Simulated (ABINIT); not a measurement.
# TiAl (P-6m2) in ABINIT: settings compared

One crystal, TiAl, is run at these levels: r2SCAN, SCAN; tasks: band structure.

Everything below comes from runs of ABINIT 10.8.3 (patched build). Logs are shortened: lines on timing, memory, paths and dates and some standing lists are left out, and cuts for length are marked. The log counts tension as positive stress, the text compression.

**1. Starting point**

It takes space group P-6m2 (No. 187, hexagonal). The conventional cell has a = 2.867 Å, b = 2.867 Å, c = 4.678 Å, α = 90.00°, β = 90.00°, γ = 120.00°. Ti (site symmetry -6m2) has 6 Al at 2.87 Å and 6 Ti at 2.87 Å as nearest neighbours. Al (site symmetry -6m2) is surrounded by 6 Ti at 2.87 Å and 6 Al at 2.87 Å.

The cell comes from a database or a generator and needn't be the stable form of this composition.

**2. Band structure, r2SCAN**

run.abi

```
ndtset 2

pp_dirpath "./"
pseudos "Ti.GGA_PBE-JTH.xml, Al.GGA_PBE-JTH.xml"

acell 3*1.0
rprim
     5.4183403473     0.0000000000     0.0000000000
    -2.7091701735     4.6924203870     0.0000000000
     0.0000000000     0.0000000000     8.8402956583
ntypat 2
znucl 22 13
natom 2
typat 1 2
xcart
     0.0000000000     0.0000000000     0.0000000000
    -0.0000000001     1.6554146219     2.3390415000 Angstrom

ecut 18.0
pawecutdg 36.0

ixc -497498
usekden 1
pawxcdev 0

occopt 3
tsmear 0.00183747

nstep 100

iomode 3
prtwf 0
prteig 0
prtebands 0
prtden1 1
prtkden1 1

kptopt1 1
ngkpt1 11 11 6
nshiftk1 1
shiftk1 0.0 0.0 0.0
nband1 12
tolvrs1 1.0e-7

iscf2 -2
getden2 1
getkden2 1
nband2 18
nbdbuf2 4
tolwfr2 1.0e-11
kptopt2 -7
ndivsm2 5
prteig2 1
kptbounds2
     0.0000000000     0.0000000000     0.0000000000
     0.5000000000     0.0000000000     0.0000000000
     0.3333333333     0.3333333333     0.0000000000
     0.0000000000     0.0000000000     0.0000000000
     0.0000000000     0.0000000000     0.5000000000
     0.5000000000     0.0000000000     0.5000000000
     0.3333333333     0.3333333333     0.5000000000
     0.0000000000     0.0000000000     0.5000000000
```

Potentials or basis: JTH PAW PBE v2.0.

On the command line:

```
$ abinit run.abi > log 2>&1
```

run.abo:

```text
.Version 10.8.3 of ABINIT
 DATASET    1 : space group P-6 m 2 (#187); Bravais hP (primitive hexag.)
================================================================================
 Values of the parameters that define the memory need for DATASET  1.
     intxc =       0    ionmov =       0      iscf =      17    lmnmax =      18
     lnmax =       6     mgfft =      36  mpssoang =       3    mqgrid =    3001
     natom =       2  nloc_mem =       2    nspden =       1   nspinor =       1
    nsppol =       1      nsym =      12    n1xccc =       1    ntypat =       2
    occopt =       3   xclevel =       2
       mpw =         834          nfft =       20736          nkpt =          64
 PAW method is used; the additional fine FFT grid is defined by:
   mgfftf=        48    nfftf =     43200
================================================================================
================================================================================

 DATASET    2 : space group P-6 m 2 (#187); Bravais hP (primitive hexag.)
================================================================================
 Values of the parameters that define the memory need for DATASET  2.
     intxc =       0    ionmov =       0      iscf =      -2    lmnmax =      18
     lnmax =       6     mgfft =      36  mpssoang =       3    mqgrid =    3001
     natom =       2  nloc_mem =       2    nspden =       1   nspinor =       1
    nsppol =       1      nsym =      12    n1xccc =       1    ntypat =       2
    occopt =       3   xclevel =       2
       mpw =         834          nfft =       20736          nkpt =          56
 PAW method is used; the additional fine FFT grid is defined by:
   mgfftf=        48    nfftf =     43200
================================================================================
================================================================================

--------------------------------------------------------------------------------
------------- Echo of variables that govern the present computation ------------
--------------------------------------------------------------------------------
 -outvars: echo values of preprocessed input variables --------
            acell      1.0000000000E+00  1.0000000000E+00  1.0000000000E+00 Bohr
              amu      4.78800000E+01  2.69815390E+01
             ecut      1.80000000E+01 Hartree
           getden1          0
           getden2          1
          getkden1          0
          getkden2          1
             iscf1         17
             iscf2         -2
                       outvar_i_n : Printing only first  50 k-points.
              ixc     -497498
           jdtset        1    2
                       outvar_i_n : Printing only first  50 k-points.
           kptopt1          1
           kptopt2         -7
[... 711 lines left out ...]
xred      :
- [  0.0000E+00,   0.0000E+00,   0.0000E+00, Ti]
- [  3.3333E-01,   6.6667E-01,   5.0000E-01, Al]
cartesian_forces: null
force_length_stats: {min: null, max: null, mean: null, }
...

 Integrated electronic density in atomic spheres:
 ------------------------------------------------
 Atom  Sphere_radius  Integrated_density
    1        2.30803         10.13254034
    2        1.90363          0.74411569

================================================================================

 ----iterations are completed or convergence reached----

 Mean square residual over all n,k,spin=   39.692E-13; max=  99.711E-13
 reduced coordinates (array xred) for    2 atoms
       0.000000000000      0.000000000000      0.000000000000
       0.333333333333      0.666666666667      0.500000000000

 cartesian coordinates (angstrom) at end:
    1      0.00000000000000     0.00000000000000     0.00000000000000
    2      0.00000000005292     1.65541462072830     2.33904149842171
 length scales=  1.000000000000  1.000000000000  1.000000000000 bohr
              =  0.529177210544  0.529177210544  0.529177210544 angstroms
 Eigenvalues (hartree) for nkpt=  56  k points:
 kpt#   1, nband= 18, wtk=  1.00000, kpt=  0.0000  0.0000  0.0000 (reduced coord)
  -1.87432   -0.96505   -0.94940   -0.94940   -0.05726    0.20101    0.21408    0.34232
   0.34232    0.40226    0.40226    0.44602    0.79849    0.79849    0.82736    0.82736
   0.83540    0.95294
 kpt#   2, nband= 18, wtk=  1.00000, kpt=  0.0556  0.0000  0.0000 (reduced coord)
  -1.87421   -0.96494   -0.95009   -0.94956   -0.05427    0.20423    0.21465    0.33936
   0.34471    0.40144    0.40276    0.44671    0.74639    0.76838    0.81191    0.86210
   0.87760    0.95587
 kpt#   3, nband= 18, wtk=  1.00000, kpt=  0.1111  0.0000  0.0000 (reduced coord)
  -1.87390   -0.96463   -0.95207   -0.95000   -0.04533    0.21350    0.21632    0.33124
   0.35173    0.39911    0.40438    0.44865    0.67340    0.73187    0.79189    0.89497
   0.91250    0.91531
 kpt#   4, nband= 18, wtk=  1.00000, kpt=  0.1667  0.0000  0.0000 (reduced coord)
  -1.87342   -0.96415   -0.95507   -0.95067   -0.03059    0.21888    0.22741    0.31997
   0.36295    0.39559    0.40743    0.45137    0.60257    0.69919    0.77017    0.83381
   0.94142    0.96740
 kpt#   5, nband= 18, wtk=  1.00000, kpt=  0.2222  0.0000  0.0000 (reduced coord)
[... 193 lines left out ...]
   0.36214    0.36811    0.39025    0.59070    0.65509    0.69014    0.71476    0.81622
   0.86519    0.87548
 kpt#  54, nband= 18, wtk=  1.00000, kpt=  0.0606  0.0606  0.5000 (reduced coord)
  -1.87394   -0.96484   -0.95176   -0.94996   -0.01341    0.09478    0.28091    0.33334
   0.35145    0.38329    0.39567    0.57503    0.71147    0.71459    0.73311    0.85357
   0.85474    0.88027
 kpt#  55, nband= 18, wtk=  1.00000, kpt=  0.0303  0.0303  0.5000 (reduced coord)
  -1.87422   -0.96513   -0.95001   -0.94954   -0.02021    0.08585    0.27593    0.34033
   0.34498    0.39492    0.39855    0.56052    0.71440    0.77027    0.77902    0.84441
   0.85839    0.87812
 kpt#  56, nband= 18, wtk=  1.00000, kpt=  0.0000  0.0000  0.5000 (reduced coord)
  -1.87431   -0.96523   -0.94940   -0.94940   -0.02248    0.08283    0.27420    0.34282
   0.34282    0.39945    0.39945    0.55484    0.71433    0.80969    0.80969    0.83546
   0.83546    0.88430

== END DATASET(S) ==============================================================
================================================================================

 -outvars: echo values of variables after computation  --------
            acell      1.0000000000E+00  1.0000000000E+00  1.0000000000E+00 Bohr
           etotal1    -5.5607240489E+01
            fcart1    -0.0000000000E+00 -3.6725033153E-27 -0.0000000000E+00
                      -0.0000000000E+00  3.6725033153E-27 -0.0000000000E+00
            rprim      5.4183403473E+00  0.0000000000E+00  0.0000000000E+00
                      -2.7091701735E+00  4.6924203870E+00  0.0000000000E+00
                       0.0000000000E+00  0.0000000000E+00  8.8402956583E+00
           strten1     1.5022884253E-05  1.5022884563E-05  8.5083684151E-05
                       0.0000000000E+00  0.0000000000E+00 -2.0780153563E-13
           xangst      0.0000000000E+00  0.0000000000E+00  0.0000000000E+00
                       5.2917711545E-11  1.6554146207E+00  2.3390414984E+00
             xred      0.0000000000E+00  0.0000000000E+00  0.0000000000E+00
                       3.3333333333E-01  6.6666666667E-01  5.0000000000E-01
 Calculation completed.
```

It took 2.1 min on 1 thread of Arm Neoverse V1, shared host; peak memory 0.12 GiB.

What came out:

```
Free energy                                           : -1513.1501 eV
Pressure                                              : -1.1 GPa
Band gap on the k mesh                                : none (metal or under the smearing width)
Valence electrons inside the program's atomic spheres : Ti 10.13; Al 0.74
```

Levels at the corners of the path, in eV from the Fermi level:
```tsv
point	band 3	band 4	band 5	band 6	band 7	band 8	band 9	band 10	band 11	band 12
Γ	-33.72	-33.72	-9.44	-2.41	-2.06	1.43	1.43	3.07	3.07	4.26
M	-34.04	-33.85	-3.89	-2.96	-1.53	-0.99	2.37	4.19	4.28	4.37
K	-34.13	-34.03	-2.07	-1.81	-1.77	-0.46	0.12	2.08	3.08	4.30
Γ	-33.72	-33.72	-9.44	-2.41	-2.06	1.43	1.43	3.07	3.07	4.26
A	-33.72	-33.72	-8.49	-5.63	-0.42	1.45	1.45	2.99	2.99	7.22
L	-34.04	-33.85	-3.79	-2.53	-1.89	0.46	1.09	2.16	3.27	4.19
H	-34.13	-34.03	-2.10	-1.87	-0.73	-0.70	0.00	1.42	3.55	4.92
A	-33.72	-33.72	-8.49	-5.63	-0.42	1.45	1.45	2.99	2.99	7.22
```

Caveat: totals of a meta-GGA on PAW files have another zero than those of a GGA; the PAW data sets were made with another functional, which shifts forces and pressure a little.

**3. Band structure, SCAN**

Changes to run.abi since step 2:

```diff
@@ -21,3 +21,3 @@
 
-ixc -497498
+ixc -263267
 usekden 1
```

Potentials or basis: JTH PAW PBE v2.0.

On the command line:

```
$ abinit run.abi > log 2>&1
```

Run time: 2 min. Hardware: 1 thread of Arm Neoverse V1, shared host; peak memory 0.12 GiB.

It converged, with:

| Item | Value |
| --- | --- |
| Free energy | -1519.7817 eV |
| Pressure | -1.2 GPa |
| Band gap on the k mesh | none (metal or under the smearing width) |
| Valence electrons inside the program's atomic spheres | Ti 10.13; Al 0.76 |

Stress tensor (GPa, compression positive):
```
-0.12  0.00  0.00
 0.00 -0.12  0.00
 0.00  0.00 -3.25
```

Levels at the corners of the path, in eV from the Fermi level:
| point | band 5 | band 6 | band 7 | band 8 | band 9 | band 10 |
| --- | --- | --- | --- | --- | --- | --- |
| Γ | -9.26 | -2.44 | -1.95 | 1.42 | 1.42 | 3.02 |
| M | -3.83 | -2.91 | -1.54 | -0.99 | 2.33 | 4.22 |
| K | -2.02 | -1.81 | -1.71 | -0.50 | 0.11 | 2.07 |
| Γ | -9.26 | -2.44 | -1.95 | 1.42 | 1.42 | 3.02 |
| A | -8.31 | -5.58 | -0.39 | 1.43 | 1.43 | 2.94 |
| L | -3.73 | -2.48 | -1.91 | 0.46 | 1.11 | 2.12 |
| H | -2.00 | -1.94 | -0.70 | -0.70 | 0.01 | 1.42 |
| A | -8.31 | -5.58 | -0.39 | 1.43 | 1.43 | 2.94 |

Caveat: totals of a meta-GGA on PAW files have another zero than those of a GGA; the PAW data sets were made with another functional, which shifts forces and pressure a little.
